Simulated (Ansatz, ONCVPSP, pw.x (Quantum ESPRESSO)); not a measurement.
## From atom to crystal: ONCV potential for iridium

Ir (Z = 77), optimised norm-conserving Vanderbilt (ONCV), made with ONCVPSP 4.0.1 (PBE, scalar-relativistic). Core [Kr] 4d10 4f14, reference 5s2 5p6 5d7 6s2. Waves: 5s+6s: rc 1.85 bohr, ncon 4, nbas 8, qcut 6.7 1/bohr, 2 projectors; 5p: rc 1.55 bohr, ncon 4, nbas 9, qcut 7.9 1/bohr, 2 projectors, debl 3.1 Ha; 5d: rc 1.55 bohr, ncon 4, nbas 9, qcut 7.9 1/bohr, local. Local part: the d channel. Core correction: none.

Crystal test: sc Ir in pw.x 7.5, no spin, 13³ k-points, Fermi–Dirac smearing 0.01 Ry, cutoffs 65/260 Ry. The reference is all-electron LAPW (Ansatz 0.2.0) with the same functional, mesh and smearing; V0 and B0 come from Birch–Murnaghan fits to the pressures at five volumes. Errors are pseudo minus all-electron; Δ is the rms difference of the E(V) curves that follow from these fits, minima aligned, over ±6 % about the mean V0. Mesh and smearing are coarse, so the numbers serve the comparison and aren't converged zero-temperature values; the lattice is a test structure that the element need not adopt.

All-electron: a0 = 2.573 Å (V0 = 17.04 Å³/atom), B0 = 242.7 GPa.

Q: How far does the potential miss the all-electron equation of state?

A: mean pressure error (GPa): -2.00; a0 (Å): 2.566; a0 error (%): -0.27; B0 error (%): +0.8; Δ (meV/atom): 7.3.

```csv
V (Å³/atom),P all-electron (GPa),P pseudo (GPa)
16.105,15.75,13.34
16.529,7.96,5.77
16.953,1.24,-0.75
17.377,-4.54,-6.31
17.801,-9.51,-11.14
```

Q: At the middle volume, how do free energy and pressure move when the wave cutoff is lowered (ecutrho kept at four times it)?

A:

```tsv
cutoff (Ry)	shift of F (meV/atom)	shift of P (GPa)
29	+1863.3	-55.61
39	+424.1	-15.77
52	+33.6	-2.72
```

The run at the middle volume (84 k-points, 6 iterations) took about 5.3 s on one core of a shared host (Intel(R) Xeon(R) 6975P-C, 96 threads, 744 GiB, load 49).
